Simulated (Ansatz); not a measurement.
## Al: moving Al off its site

Al, Fm-3m, a = 3.983 Å. Ansatz: PBE+D3(BJ), PAW, 420 eV, Γ-centred 14×14×14 mesh on 8 atoms, Gaussian smearing 0.15 eV; no spin polarisation.

```xyz
8
Lattice="-3.9827 3.9827 0.0000 -3.9827 0.0000 3.9827 0.0000 3.9827 3.9827" Properties=species:S:1:pos:R:3 pbc="T T T"
Al    0.0000    0.0000    0.0000
Al   -1.9914    1.9914    0.0000
Al   -1.9914    0.0000    1.9914
Al    0.0000    1.9914    1.9914
Al   -3.9827    1.9914    1.9914
Al   -1.9914    3.9827    1.9914
Al   -1.9914    1.9914    3.9827
Al   -3.9827    3.9827    3.9827
```

Atom 1 (Al) moves by x along the unit vector (1.000, 0.000, 0.000), with its periodic images; all else is held. y is the free energy of the cell over the start, F the force along the path summed over the moved atoms. Symmetry makes y even in x.

```
 x (Å) y (meV) F (eV/Å)
-0.450    567.1      2.64
-0.150     60.2      0.81
 0.000      0.0      0.00
 0.075     15.0     -0.40
 0.225    136.5     -1.23
 0.300        ?         ?
 0.375    388.1     -2.14
```

Problem. Fit y = c2 x² + c4 x⁴ to the energies of the other rows, give the force constant, and predict energy and force of the missing row.

Solution. Least squares on the rows shown. y = 2664.0 x² + 675.48 x⁴. The force constant is 2 c2 = 5.33 eV/Å² (for all images moving together, not for a lone atom). The force −dy/dx at the missing row is -1.67 eV/Å (computed -1.67). At x = 0.300 the fit asked for gives 245.2 meV. The run gave 245.2 meV, the same to the digits shown.